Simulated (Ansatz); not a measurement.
Crystal: MnO.

```xyz
2
Lattice="0.0000 2.2239 2.2239 2.2239 0.0000 2.2239 2.2239 2.2239 0.0000" Properties=species:S:1:pos:R:3 pbc="T T T"
Mn    0.0000    0.0000    0.0000
O     2.2239    2.2239    2.2239
```

The cell is a database's computed one.

Base run:

```yaml
Program: Ansatz 0.2.0
Functional: LDA
Potentials_or_basis: Ansatz PAW
Cutoff: "420 eV (not typed: the program's choice for these potentials)"
k_mesh: 10 × 10 × 10
Occupations: fermi-dirac, width 0.05 eV
Spin: collinear spin, ferromagnetic start
Starting_moments: "[4.0, 0.0] μB"
```

Its results: band gap on the k mesh none (metal or under the smearing width); pressure -16.5 GPa; net moment 4.60 μB per cell; site moments Mn +3.91; O +0.22 μB.

The run is repeated on the same cell with these changes: functional from LDA to PBE. What comes out?

Band gap on the k mesh none (metal or under the smearing width); pressure 0.1 GPa; net moment 4.79 μB per cell; site moments Mn +4.06; O +0.24 μB.

PBE binds less tightly than LDA, so the same cell stands under more pressure.

Caveats: a cell with one magnetic atom can't hold antiferromagnetic order, which such compounds often take; semilocal functionals often make such compounds metallic where correlation or magnetic order opens a gap, which also shifts bond lengths; the PAW data sets come from PBE, with cores solved anew for the run's functional, which leaves a small shift of forces and pressure (some runs).
